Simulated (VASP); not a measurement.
Wanted: the native input for a VASP 6.6.1 run.

| Item | Value |
| --- | --- |
| Task | single point |
| Functional | PBE |
| Potentials or basis | VASP PAW PBE potentials, release 64 (P) |
| Cutoff | 520 eV |
| k mesh | 4 × 4 × 4 |
| Occupations | gaussian, width 0.1 eV |
| Spin | no spin polarisation |
| Dipole correction | no |
| Further INCAR settings | ALGO = Fast; EDIFF = 1e-06; NBANDS = 24 |

The structure of P lies in POSCAR:

```
P
1.0
   -3.3172838558      3.3172838558      3.3172838558
    3.3172838558     -3.3172838558      3.3172838558
    3.3172838558      3.3172838558     -3.3172838558
P
6
Direct
    0.7500000000      0.2500000000      0.5000000000
    0.2500000000      0.7500000000      0.5000000000
    0.5000000000      0.2500000000      0.7500000000
    0.7500000000      0.5000000000      0.2500000000
    0.5000000000      0.7500000000      0.2500000000
    0.2500000000      0.5000000000      0.7500000000
```

The cell was built by a generator and needn't be a form met in nature.

These files were run (other wordings do the same):

INCAR

```
  ALGO = Fast
  EDIFF = 1E-6
  ENCUT = 520
  GGA = PE
  ISIF = 2
  ISMEAR = 0
  LASPH = True
  LCHARG = False
  LREAL = False
  LWAVE = False
  NBANDS = 24
  NELM = 100
  PREC = Accurate
  SIGMA = 0.1
```

KPOINTS

```
k-points
0
Gamma
  4 4 4
```

Potentials or basis: VASP PAW PBE potentials, release 64 (P).

Run with:

```console
$ cat potpaw_PBE.64/P/POTCAR > POTCAR
$ mpirun -np 1 vasp_std > vasp.out
```

Results of the run:

```json
{"Pressure": "0.1 GPa", "Band gap on the k mesh": "none (metal or under the smearing width)"}
```

It took 29 s on 1 thread of Intel(R) Xeon(R) 6975P-C (Granite Rapids) (shared host), peak memory 0.3 GiB.
